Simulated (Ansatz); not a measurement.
The system is As.

```
As
1.0
     1.88080    1.08588    3.51406
    -1.88080    1.08588    3.51406
     0.00000   -2.17176    3.51406
As
2
Direct
  0.22600 0.22600 0.22600
  0.77400 0.77400 0.77400
```

Base run:

```yaml
Program: Ansatz 0.2.0
Functional: r2SCAN0 form with a typed share of exact exchange
Potentials_or_basis: Ansatz PAW
Cutoff: "500 eV (not typed: the program's choice for these potentials)"
k_mesh: 5 × 5 × 5
Occupations: fermi-dirac, width 0.05 eV
Spin: no spin polarisation
```

Its results: band gap on the k mesh 0.36 eV, indirect (least direct gap 0.74 eV); pressure 0.9 GPa; largest force 0.097 eV/Å.

Q: The run is repeated on the same cell with these changes: share of exact exchange from 0.1 to 0.15. What comes out?

A: Band gap on the k mesh 0.49 eV, indirect (least direct gap 0.87 eV); pressure 0.5 GPa; largest force 0.133 eV/Å.

Caveats: odd divisions of the mesh miss points on the zone boundary, where band edges often lie, so the gap on the mesh can be too wide; the PAW data sets come from PBE, with cores solved anew for the run's functional, which leaves a small shift of forces and pressure; the thresholds are loose for stress.

A k mesh can miss the band edges.
